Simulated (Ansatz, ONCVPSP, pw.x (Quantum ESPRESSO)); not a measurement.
## Au: does the ONCV potential hold in the solid?

- Element: Au
- Generator: ONCVPSP 4.0.1.1 (patched build)
- Type: optimised norm-conserving Vanderbilt (ONCV)
- Functional: LDA (Perdew-Wang 92)
- Relativity: scalar-relativistic
- Frozen core: [Kr] 4d10 4f14
- Valence charge: 19
- Reference configuration: 5s2 5p6 5d10 6s1
- Partial waves: 5s+6s: rc 1.50 bohr, ncon 3, nbas 7, qcut 9.1 1/bohr, 2 projectors; 5p: rc 1.45 bohr, ncon 5, nbas 8, qcut 10.1 1/bohr, 2 projectors, debl 1.8 Ha; 5d: rc 1.85 bohr, ncon 3, nbas 8, qcut 9.3 1/bohr, 2 projectors, debl 3.1 Ha
- Local potential: polynomial inside 1.30 bohr (lpopt 1, dvloc0 4 Ha)
- Core correction: Teter function fitted to the true core (icmod 2), fcfact 0.45

In the p channel the program set the typed energies aside and used -2.207, 0.250 Ha.

Atomic tests: cutoffs needed: 40 Ha and 46 Ha (the cutoffs (Ha) at which the residual kinetic energy of the hardest occupied pseudo-wave falls to 1 and 0.1 mHa per electron); ghost test: no bound ghost flagged; no localised positive-energy state flagged; largest excitation error: -17 meV (all-electron minus pseudo) for 5s2 5p6 5d8 6s0, out of 4 test configurations.

Crystal test: fcc Au in pw.x 7.5, no spin, 14³ k-points, Fermi–Dirac smearing 0.01 Ry, cutoffs 110/440 Ry. The reference is all-electron LAPW (Ansatz 0.2.0) with the same functional, mesh and smearing; V0 and B0 come from Birch–Murnaghan fits to the pressures at five volumes. Errors are pseudo minus all-electron; Δ is the rms difference of the E(V) curves that follow from these fits, minima aligned, over ±6 % about the mean V0. Mesh and smearing are coarse, so the numbers serve the comparison and aren't converged zero-temperature values; the lattice is a test structure that the element need not adopt.

```csv
V (Å³/atom),P all-electron (GPa),P pseudo (GPa)
15.811,10.62,9.66
16.227,4.48,3.62
16.643,-0.71,-1.49
17.059,-5.10,-5.80
17.475,-8.78,-9.42
```

All-electron: a0 = 4.048 Å (V0 = 16.58 Å³/atom), B0 = 194.7 GPa.

Pseudopotential: mean pressure error (GPa): -0.79; a0 (Å): 4.042; a0 error (%): -0.14; B0 error (%): +0.6; Δ (meV/atom): 2.9.

**Question.** At the middle volume, how do free energy and pressure move when the wave cutoff is lowered (ecutrho kept at four times it)?

**Answer.**

```csv
cutoff (Ry),shift of F (meV/atom),shift of P (GPa)
50,+6207.9,-178.40
66,+1144.1,-58.77
88,+37.1,-4.27
```

The run at the middle volume (104 k-points, 7 iterations) took about 36 s on one core of a shared host (Intel(R) Xeon(R) Platinum 8488C, 192 threads, 744 GiB, load 57).
